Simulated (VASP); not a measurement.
Input of a VASP 6.6.1 run:

File INCAR:

```
SYSTEM = H2Os
PREC = Accurate ; ENCUT = 600
EDIFF = 1E-6 ; ISMEAR = -1
SIGMA = 0.05 ; LREAL = .False.
LASPH = .True. ; NELM = 80
ALGO = Normal ; ISIF = 3
LWAVE = .False. ; LCHARG = .False.
GGA = PE ; IBRION = 2
NSW = 60 ; EDIFFG = -0.005
```

The input KPOINTS:

```
Automatic mesh
0
Gamma
  8 8 5
  0 0 0
```

The input POSCAR:

```
H2Os
1.0
    2.4917700000      0.0000000000      0.0000000000
    0.0000000000      2.4917700000      0.0000000000
    0.0000000000      0.0000000000      4.6022600000
H Os
2 1
Direct
    0.5000000000      0.5000000000      0.3950400000
    0.5000000000      0.5000000000      0.6049600000
    0.5000000000      0.5000000000      0.0000000000
```

Potentials or basis: VASP PAW PBE potentials, release 64 (H, Os).

The run is started by

```bash
$ cat potpaw_PBE.64/H/POTCAR potpaw_PBE.64/Os/POTCAR > POTCAR
$ mpirun -np 1 vasp_std > vasp.out
```

(1) Estimate the space group after relaxing (to 0.05 Å).

(2) Estimate the band gap on the k mesh.

(3) What does it give for the relaxed cell?

(4) What does it give for the relaxed volume?

Results:

(1) P4/mmm (No. 123).

(2) none (metal or under the smearing width).

(3) a = 2.488 Å, b = 2.488 Å, c = 4.622 Å, α = 90.00°, β = 90.00°, γ = 90.00°.

(4) 9.53 Å³/atom.
